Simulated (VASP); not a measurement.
Here is a VASP 6.6.1 calculation.

The input INCAR:

```
PREC = Accurate
ENCUT = 520
EDIFF = 1E-6
ISMEAR = 1
SIGMA = 0.2
LREAL = F
LASPH = T
NELM = 100
ALGO = Normal
ISIF = 2
LWAVE = F
LCHARG = F
GGA = PS
IBRION = 2
NSW = 40
EDIFFG = -0.005
KPAR = 8
```

KPOINTS

```
Automatic mesh
0
Gamma
  18 18 1
```

File POSCAR:

```
Cu
1.0
    2.5236641021      0.0000000000      0.0000000000
    1.2618320510      2.1855572230      0.0000000000
    0.0000000000      0.0000000000     31.4845048859
Cu
9
Direct
    0.3333333333      0.3333333333      0.2382124168
    0.6666666667      0.6666666667      0.3036593126
    0.0000000000      0.0000000000      0.3691062084
    0.3333333333      0.3333333333      0.4345531042
    0.6666666667      0.6666666667      0.5000000000
    0.0000000000      0.0000000000      0.5654468958
    0.3333333333      0.3333333333      0.6308937916
    0.6666666667      0.6666666667      0.6963406874
    0.0000000000      0.0000000000      0.7617875832
```

Potentials or basis: VASP PAW PBE potentials, release 64 (Cu).

Launch:

```bash
$ cat potpaw_PBE.64/Cu/POTCAR > POTCAR
$ mpirun -np 8 vasp_std > vasp.out
```

Problem. What does it give for the band gap on the k mesh?

Solution. None (metal or under the smearing width).

Problem. Estimate the energy gained by relaxing.

Solution. 0.3 meV/atom.

The path:
```tsv
step	energy change (eV)	largest force (eV/Å)	pressure (GPa)
1	0.0000	0.0921	-1.10
2	-0.0009	0.0670	-1.05
3	-0.0017	0.0311	-0.99
4	-0.0018	0.0503	-0.99
5	-0.0021	0.0286	-0.91
6	-0.0022	0.0200	-0.91
7	-0.0022	0.0248	-0.89
8	-0.0023	0.0135	-0.88
9	-0.0024	0.0160	-0.88
10	-0.0024	0.0369	-0.88
11	-0.0024	0.0220	-0.85
12	-0.0025	0.0192	-0.84
13	-0.0027	0.0113	-0.80
14	-0.0028	0.0100	-0.73
15	-0.0028	0.0075	-0.71
16	-0.0028	0.0127	-0.69
17	-0.0028	0.0012	-0.69
```

Caveat: the PAW data sets were made with another functional, which shifts forces and pressure a little.
